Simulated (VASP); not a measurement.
## BaS: single point with PBEsol

**What was measured.**

From a printed reference work, monograph, original work of 1988, for a bulk crystal of BaS at 2 K: band gap 3.806 eV (indirect).

The system is BaS.

```
CELL_PARAMETERS angstrom
0.00000 3.19375 3.19375
3.19375 0.00000 3.19375
3.19375 3.19375 0.00000
ATOMIC_POSITIONS crystal
Ba 0.00000 0.00000 0.00000
S 0.50000 0.50000 0.50000
```

| Quantity | Value |
| --- | --- |
| Program | VASP 6.6.1 |
| Task | single point |
| Functional | PBEsol |
| Potentials or basis | VASP PAW PBE potentials, release 64 (Ba_sv, S) |
| Cutoff | 520 eV |
| k mesh | 6 × 6 × 6 |
| Occupations | gaussian, width 0.01 eV |
| Spin | no spin polarisation |
| Dipole correction | no |
| Further INCAR settings | ALGO = Normal; EDIFF = 1e-06; NBANDS = 15 |

* Pressure: -0.5 GPa
* Band gap on the k mesh: 1.98 eV, indirect (least direct gap 2.12 eV)

Levels at points of the mesh, in eV from the valence-band top:
```tsv
k point	band 4	band 5	band 6	band 7	band 8	band 9	band 10	band 11	band 12	band 13
(0.00, 0.00, 0.00)	-11.08	-10.35	0.00	0.00	0.00	3.41	3.78	3.78	3.78	4.74
(0.50, 0.00, 0.00)	-11.12	-9.08	-2.00	-1.11	-1.11	5.47	5.52	6.26	6.26	8.87
(0.50, 0.50, 0.00)	-11.28	-10.26	-0.54	-0.14	-0.14	1.98	5.90	5.92	7.48	7.48
```

Run time: 6.9 s on 1 thread of Intel(R) Xeon(R) 6975P-C (Granite Rapids), with other jobs on the host, peak memory 0.2 GiB.

Measured gap of BaS: 3.806 eV (indirect; 2 K; a printed reference work, monograph, original work of 1988). This calculation gives 1.98 eV (-1.82 eV). Spin-orbit coupling on Ba is left out. The value is that of PBEsol on a finite k mesh, which can miss the band edges, without temperature or zero-point motion. Semilocal functionals fall short of measured gaps as a rule.

Caveat: the PAW data sets were made with another functional, which shifts forces and pressure a little; spin-orbit coupling is left out, which moves the levels of the heavy elements.
